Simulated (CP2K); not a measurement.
GaAs:

```
CELL_PARAMETERS angstrom
3.81256 0.00000 0.00000
1.90628 3.30178 0.00000
1.90628 1.10059 3.11295
ATOMIC_POSITIONS crystal
Ga 0.00000 0.00000 0.00000
As 0.50000 0.50000 0.50000
```

The cell was built by a generator and needn't be a form met in nature.

Base run:

| Item | Value |
| --- | --- |
| Program | CP2K 2026.2 |
| Functional | PBEsol |
| Potentials or basis | POTENTIAL_UZH Ga GTH-PBE-q13, As GTH-PBE-q5; TZVP-MOLOPT-PBE-GTH basis |
| Density cutoff | 9184 eV |
| k mesh | 9 × 9 × 9 |
| Occupations | fermi-dirac, width 0.05 eV |
| Spin | no spin polarisation |

Its results: band gap on the k mesh none (metal or under the smearing width); pressure -2.1 GPa.

Question: After a change of settings the same cell gave: band gap on the k mesh none (metal or under the smearing width); pressure -13.7 GPa. Which change was it?
A. functional from PBEsol to PW91
B. functional from PBEsol to HLE16
C. functional from PBEsol to LDA
D. functional from PBEsol to RPBE

Answer: B.

Caveats: the potentials were made for another functional, which shifts forces and pressure; the basis of atomic orbitals isn't converged, which shifts pressures, moduli and gaps; the potentials were made for a functional far from this one (some runs).

Runs at the PBE level aren't shown here.
